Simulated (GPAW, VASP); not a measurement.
This is a calculation of Ge (Germanium) for VASP 6.6.1. 

Contents of INCAR:

```
ALGO = Normal ; EDIFF = 1E-6
ENCUT = 520 ; GGA = PE
ISIF = 2 ; ISMEAR = 0
LASPH = True ; LCHARG = False
LREAL = False ; LWAVE = False
NBANDS = 21 ; NELM = 80
PREC = Accurate ; SIGMA = 0.017
```

Contents of KPOINTS:

```
k-points
0
Gamma
  8 8 8
```

Contents of POSCAR:

```
Ge
1.0
    0.0000000000      2.8289100000      2.8289100000
    2.8289100000      0.0000000000      2.8289100000
    2.8289100000      2.8289100000      0.0000000000
Ge
2
Direct
    0.7500000000      0.7500000000      0.7500000000
    0.5000000000      0.5000000000      0.5000000000
```

Potentials or basis: VASP PAW PBE potentials, release 64 (Ge_d).

Command:

```bash
$ cat potpaw_PBE.64/Ge_d/POTCAR > POTCAR
$ mpirun -np 1 vasp_std > vasp.out
```

Problem. What does the same run look like in GPAW 26.7.0 (ASE script)? Potentials or basis there: GPAW PAW data sets (gpaw-data 1.2.1), cutoff 600 eV.

Solution. As run (cutoffs and basis follow the program's own potentials, and thresholds, step limits or extra output files can differ):

File run.py:

```python
from ase.dft.bandgap import bandgap
from ase.io import read, write
from ase.units import GPa
from gpaw import GPAW, PW

atoms = read('Ge.xyz')

calc = GPAW(mode=PW(600),
            xc='PBE',
            kpts={'size': (8, 8, 8), 'gamma': True},
            occupations={'name': 'methfessel-paxton', 'order': 0, 'width': 0.017},
            nbands=11,
            convergence={'density': 1e-05, 'energy': 1e-05},
            maxiter=150,
            txt='gpaw.txt')
atoms.calc = calc
energy = atoms.get_potential_energy()
forces = atoms.get_forces()
stress = atoms.get_stress()
calc.write('gs.gpw')
write('result.traj', atoms)
print(f'Energy: {energy:.6f} eV')
print('Forces (eV/A):')
print(forces.round(4))
print('Stress (GPa):', (stress / GPa).round(3))
print('Fermi level:', round(calc.get_fermi_level(), 4), 'eV')
print(f'Gap: {bandgap(calc)[0]:.4f} eV, direct: {bandgap(calc, direct=True)[0]:.4f} eV')
```

File Ge.xyz:

```xyz
2
Lattice="0.0000000000 2.8289100000 2.8289100000 2.8289100000 0.0000000000 2.8289100000 2.8289100000 2.8289100000 0.0000000000" Properties=species:S:1:pos:R:3 pbc="T T T"
Ge     4.2433650000      4.2433650000      4.2433650000
Ge     2.8289100000      2.8289100000      2.8289100000
```

Potentials or basis: GPAW PAW data sets (gpaw-data 1.2.1), pw.

The run is started by

```console
$ OMP_NUM_THREADS=1 python run.py
```

Both were run:

|  | VASP | GPAW |
| --- | --- | --- |
| Pressure | 3.5 GPa | 3.8 GPa |

The potentials hold 28 and 8 valence electrons a cell.

Pressure is positive in compression.
